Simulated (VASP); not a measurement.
A run of VASP 6.6.1:

INCAR

```
SYSTEM = Y
PREC = Accurate ; ENCUT = 600
EDIFF = 1E-6 ; ISMEAR = 0
SIGMA = 0.1 ; LREAL = .FALSE.
LASPH = .TRUE. ; NELM = 60
ALGO = Normal ; ISIF = 3
LWAVE = .FALSE. ; LCHARG = .FALSE.
GGA = PE ; IBRION = 2
NSW = 90 ; EDIFFG = -0.04
```

File KPOINTS:

```
Automatic mesh
0
G
  6 6 6
  0 0 0
```

The input POSCAR:

```
Y
1.0
    0.0000000000      2.8969741365      6.2468108750
    1.8580511704      0.0000000000      6.2468108750
    1.8580511704      2.8969741365      0.0000000000
Y
2
Direct
    0.8621292245      0.8621292245      0.1378707755
    0.1378707755      0.1378707755      0.8621292245
```

Potentials or basis: VASP PAW PBE potentials, release 64 (Y_sv).

Launch:

```bash
$ cat potpaw_PBE.64/Y_sv/POTCAR > POTCAR
$ mpirun -np 1 vasp_std > vasp.out
```

Hardware: 1 thread of AMD EPYC 7R43 64-Core Processor (Zen 3), with other jobs on the host.

Q: Estimate the wall time of this run.

A: Wall time 3.4 min on 1 thread of AMD EPYC 7R43 64-Core Processor (Zen 3), with other jobs on the host, peak memory 0.28 GiB. Counts: scf iterations 21, k points 46, ion steps 2.
